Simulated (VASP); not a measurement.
# CdS (Greenockite): elastic constants with PBEsol

Crystal: CdS (Greenockite).

```
Cd S
1.0
     4.13146    0.00000    0.00000
    -2.06573    3.57795    0.00000
     0.00000    0.00000    6.72462
Cd S
2 2
Direct
  0.33333 0.66667 0.99932
  0.66667 0.33333 0.49932
  0.33333 0.66667 0.37568
  0.66667 0.33333 0.87568
```

```yaml
Program: VASP 6.6.1
Task: elastic constants
Functional: PBEsol
Potentials_or_basis: VASP PAW PBE potentials, release 64 (Cd, S)
Cutoff: 600 eV
k_mesh: 12 × 12 × 7
Occupations: gaussian, width 0.03 eV
Spin: no spin polarisation
Monkhorst-Pack_mesh: no
Ions_in_elastic_constants: relaxed
Further_INCAR_settings: ALGO = Normal; EDIFF = 1e-08; IBRION = 6; POTIM = 0.015; NSW = 1; ISIF = 3
```

```yaml
Electronic_dielectric_tensor_diagonal: 6.27, 6.27, 6.36
Born_charges_mean_of_the_diagonal: Cd +2.15; S -2.15 e
Voigt_bulk_modulus: 61 GPa
Highest_phonon_frequency_at_Γ_LO-TO_splitting_left_out: 296 cm⁻¹
```

Phonon frequencies in cm⁻¹ (negative: imaginary):
```
              q point                              frequencies
(0.000, 0.000, 0.000)  0 0 0 41 41 134 230 237 237 250 250 296
```

Elastic tensor in Voigt notation (GPa, in the Cartesian axes of the cell as first typed):
```
86 52 45  0  0  0
52 86 45  0  0  0
45 45 95  0  0  0
 0  0  0 15  0  0
 0  0  0  0 15  0
 0  0  0  0  0 17
```

Electronic dielectric tensor:
```
6.27 0.00 0.00
0.00 6.27 0.00
0.00 0.00 6.36
```

Born effective charge tensors (e):
atom 1, Cd
```
2.12 0.00 0.00
0.00 2.12 0.00
0.00 0.00 2.22
```
atom 2, Cd
```
2.12 0.00 0.00
0.00 2.12 0.00
0.00 0.00 2.22
```
atom 3, S
```
-2.12  0.00  0.00
 0.00 -2.12  0.00
 0.00  0.00 -2.22
```
atom 4, S
```
-2.12  0.00  0.00
 0.00 -2.12  0.00
 0.00  0.00 -2.22
```

Clamped-ion elastic tensor (GPa):
```
119  39  26   0   0   0
 39 119  26   0   0   0
 26  26 133   0   0   0
  0   0   0  25   0   0
  0   0   0   0  25   0
  0   0   0   0   0  40
```

It took 2 h on 2 MPI ranks on AMD EPYC 7R13 Processor (Zen 3), on a shared host, peak memory 1.8 GiB a rank.

Caveat: the PAW data sets were made with another functional, which shifts forces and pressure a little.
